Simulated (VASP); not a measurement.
Crystal: Se.

```
Se
1.0
     2.81056    0.00000    0.00000
     0.00000    2.81056    0.00000
     0.00000    0.00000    2.81056
Se
1
Direct
  0.00000 0.00000 0.00000
```

This isn't the form of Se at room conditions, which is trigonal, of chains.

- Program: VASP 6.6.1
- Task: relaxation of cell and atoms
- Functional: LAK
- Potentials or basis: VASP PAW PBE potentials, release 64 (Se)
- Cutoff: 600 eV
- k mesh: 9 × 9 × 9
- Occupations: gaussian, width 0.05 eV
- Spin: no spin polarisation

At the start: pressure 4.0 GPa; volume 22.20 Å³/atom.

Task: How do energy, volume and symmetry change on relaxing?

Result: Over 3 steps the energy falls by 14.5 meV/atom and the volume is 23.42 Å³/atom (+5.5 %); space group Pm-3m (No. 221, to 0.05 Å).

The path:
```csv
step,energy change (eV),largest force (eV/Å),pressure (GPa),volume (Å³)
1,0.0000,0.0000,3.97,22.20
2,-0.0114,0.0000,-1.61,24.02
3,-0.0145,0.0000,0.00,23.42
```

Final structure:
```
CELL_PARAMETERS angstrom
2.86097 0.00000 0.00000
0.00000 2.86097 0.00000
0.00000 0.00000 2.86097
ATOMIC_POSITIONS crystal
Se 0.00000 0.00000 0.00000
```

Caveat: the PAW data sets were made with another functional, which shifts forces and pressure a little.
